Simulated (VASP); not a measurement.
Input of a VASP 6.6.1 run:

File POSCAR:

```
Pb
1.0
   -1.9796595667      1.9796595667      1.9796595667
    1.9796595667     -1.9796595667      1.9796595667
    1.9796595667      1.9796595667     -1.9796595667
Pb
1
Cartesian
    0.0000000000      0.0000000000      0.0000000000
```

The input INCAR.step1:

```
SYSTEM = Pb
ALGO = Fast
AMIX = 0.1
EDIFF = 1E-7
ENCUT = 520
GGA = PS
IMIX = 1
ISIF = 2
ISMEAR = 1
IVDW = 12
LASPH = .TRUE.
LCHARG = .TRUE.
LREAL = .FALSE.
LWAVE = .FALSE.
NELM = 60
PREC = Accurate
SIGMA = 0.1
```

File KPOINTS.step1:

```
k-points
0
Monkhorst
  9 9 9
  0 0 0
```

Contents of INCAR.step2:

```
SYSTEM = Pb
ALGO = Fast
AMIX = 0.1
EDIFF = 1E-7
ENCUT = 520
GGA = PS
ICHARG = 11
IMIX = 1
ISIF = 2
ISMEAR = -5
IVDW = 12
LASPH = .TRUE.
LCHARG = .FALSE.
LORBIT = 10
LREAL = .FALSE.
LWAVE = .FALSE.
NEDOS = 1001
NELM = 60
PREC = Accurate
SIGMA = 0.1
```

Contents of KPOINTS.step2:

```
k-points
0
G
  14 14 14
  0 0 0
```

Potentials or basis: VASP PAW PBE potentials, release 64 (Pb_d).

Launch:

```console
$ cat potpaw_PBE.64/Pb_d/POTCAR > POTCAR
$ cp INCAR.step1 INCAR
$ cp KPOINTS.step1 KPOINTS
$ mpirun -np 1 vasp_std > vasp.out
$ cp INCAR.step2 INCAR
$ cp KPOINTS.step2 KPOINTS
$ mpirun -np 1 vasp_std > vasp.out
```

**Question.** Predict the dispersion energy per atom.

**Answer.** -0.431 eV.

States per cell in windows of 0.5 eV (zero at the Fermi level; states under -8 eV left out):
| from (eV) | total | Pb1_p | Pb1_s | Pb1_d |
| --- | --- | --- | --- | --- |
| -8.0 | 0.47 | 0.01 | 0.32 | 0.01 |
| -7.5 | 0.28 | 0.00 | 0.20 | 0.00 |
| -7.0 | 0.09 | 0.00 | 0.06 | 0.00 |
| -6.5 | 0.05 | 0.00 | 0.04 | 0.00 |
| -6.0 | 0.02 | 0.00 | 0.02 | 0.00 |
| -5.5 | 0.00 | 0.00 | 0.00 | 0.00 |
| -5.0 | 0.00 | 0.00 | 0.00 | 0.00 |
| -4.5 | 0.00 | 0.00 | 0.00 | 0.00 |
| -4.0 | 0.05 | 0.02 | 0.00 | 0.00 |
| -3.5 | 0.18 | 0.06 | 0.01 | 0.00 |
| -3.0 | 0.33 | 0.11 | 0.01 | 0.00 |
| -2.5 | 0.37 | 0.13 | 0.02 | 0.00 |
| -2.0 | 0.26 | 0.09 | 0.02 | 0.00 |
| -1.5 | 0.24 | 0.08 | 0.02 | 0.00 |
| -1.0 | 0.27 | 0.10 | 0.02 | 0.01 |
| -0.5 | 0.28 | 0.11 | 0.01 | 0.01 |
| 0.0 | 0.32 | 0.12 | 0.01 | 0.01 |
| 0.5 | 0.32 | 0.12 | 0.01 | 0.01 |
| 1.0 | 0.30 | 0.12 | 0.01 | 0.01 |
| 1.5 | 0.33 | 0.13 | 0.01 | 0.01 |
| 2.0 | 0.31 | 0.13 | 0.01 | 0.01 |
| 2.5 | 0.35 | 0.15 | 0.01 | 0.01 |
| 3.0 | 0.32 | 0.14 | 0.01 | 0.01 |
| 3.5 | 0.34 | 0.15 | 0.01 | 0.01 |
| 4.0 | 0.39 | 0.18 | 0.01 | 0.01 |
| 4.5 | 0.55 | 0.26 | 0.01 | 0.01 |
| 5.0 | 0.29 | 0.12 | 0.00 | 0.01 |
| 5.5 | 0.19 | 0.07 | 0.00 | 0.01 |
| 6.0 | 0.17 | 0.05 | 0.00 | 0.01 |
| 6.5 | 0.14 | 0.03 | 0.00 | 0.01 |
| 7.0 | 0.13 | 0.02 | 0.00 | 0.02 |
| 7.5 | 0.17 | 0.01 | 0.00 | 0.02 |

 The run has no spin-orbit coupling, so splittings on Pb are missing.
